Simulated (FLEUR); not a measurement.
Moving the Hubbard U on Fe d in FeO

```yaml
crystal:
  lattice:
    - [0.00000, 2.15540, 2.15540]
    - [2.15540, 0.00000, 2.15540]
    - [2.15540, 2.15540, 0.00000]
  atoms:
    - { symbol: Fe, position: [0.00000, 0.00000, 0.00000] }
    - { symbol: O, position: [0.50000, 0.50000, 0.50000] }
```

Kept alike: task single point; functional PBEsol; k mesh 9 × 9 × 9; occupations fermi-dirac, width 0.05 eV; collinear spin, ferromagnetic start. Program: FLEUR, all-electron, FLAPW. The mesh is that of the run's cell of 2 atoms. No spin-orbit coupling.

```tsv
Hubbard U on Fe d, U (eV)	largest site moment (μB)
0	3.58
2	3.66
3	3.69
4	3.72
5	?
6	3.79
```

For a metal such a mesh leaves the last digits unconverged. The measured crystal is an antiferromagnetic insulator; a metallic or parallel state is the runs' own. How U acts hangs on the program's projectors. The runs hold the magnetic state that their start led to, which needn't be the lowest. Site moments count inside each atom's sphere or projector.

Fit the rows shown and predict the run at 5 eV.

A least-squares line through the rows shown is largest site moment = 0.0345 U + 3.585 (largest miss 0.006); at U = 5 it gives 3.76 μB. The run gave: largest site moment 3.76 μB.
